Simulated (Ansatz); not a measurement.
**Be: one input, then a changed one**

The cell is the one relaxed in the Materials Project (mp-20), not relaxed further here; entries there can be hypothetical.

First run: DFT, PBE, all-electron LAPW, scalar-relativistic (Ansatz 0.2.0).

Command: `ansatz run input.yaml --threads 1 --pin off --max-ram 2048MiB --backend cpu --events-out ev --progress --plain --runs-dir out` The run took 6.2 s on 1 thread of Arm Neoverse V2, with other jobs on the host, peak memory 0.24 GiB.

```yaml
crystal:
  lattice:
    - [-1.2531209513, 1.2531209513, 1.2531209513]
    - [1.2531209513, -1.2531209513, 1.2531209513]
    - [1.2531209513, 1.2531209513, -1.2531209513]
  atoms:
    - { symbol: Be, position: [0.0, 0.0, 0.0] }
kpoints:
  mp_grid: { grid: [23, 23, 23] }
  band_path:
    path:
      - [0.0, 0.0, 0.0]
      - [0.5, -0.5, 0.5]
      - [0.0, 0.0, 0.5]
      - [0.0, 0.0, 0.0]
      - [0.25, 0.25, 0.25]
      - [0.5, -0.5, 0.5]
      - [0.25, 0.25, 0.25]
      - [0.0, 0.0, 0.5]
    npoints: 14
scf:
  occupations: { method: fermi_dirac, width: 0.03 }
hamiltonian:
  xc: pbe
  pseudopotentials: { kind: all_electron, lapw: { basis_error: 0.00025 } }
output:
  forces: true
  stress: true
  eigenvalues: true
  fatbands: true
  populations: true
  dos: { projected: true, de: 0.2, e_range: [-14, 8] }
```

Result: converged; pressure -0.90 GPa; no gap on the k mesh; 4 SCF iterations.

The input is then changed:

```diff
@@ -5,7 +5,7 @@
     - [1.2531209513, 1.2531209513, -1.2531209513]
   atoms:
-    - { symbol: Be, position: [0.0, 0.0, 0.0] }
+    - { symbol: Be, position: [0.0, 0.0, 0.0], spin: 4.0 }
 kpoints:
-  mp_grid: { grid: [23, 23, 23] }
+  mp_grid: { grid: [18, 18, 18] }
   band_path:
     path:
@@ -28,6 +28,6 @@
   stress: true
   eigenvalues: true
-  fatbands: true
   populations: true
-  dos: { projected: true, de: 0.2, e_range: [-14, 8] }
+magnetization:
+  spin_polarized: true
```

Problem. Predict the outcome of the changed run.

Solution. It converged; pressure -0.92 GPa; moment 0.00 μB; 17 SCF iterations. Some of these settings are too coarse for converged properties.
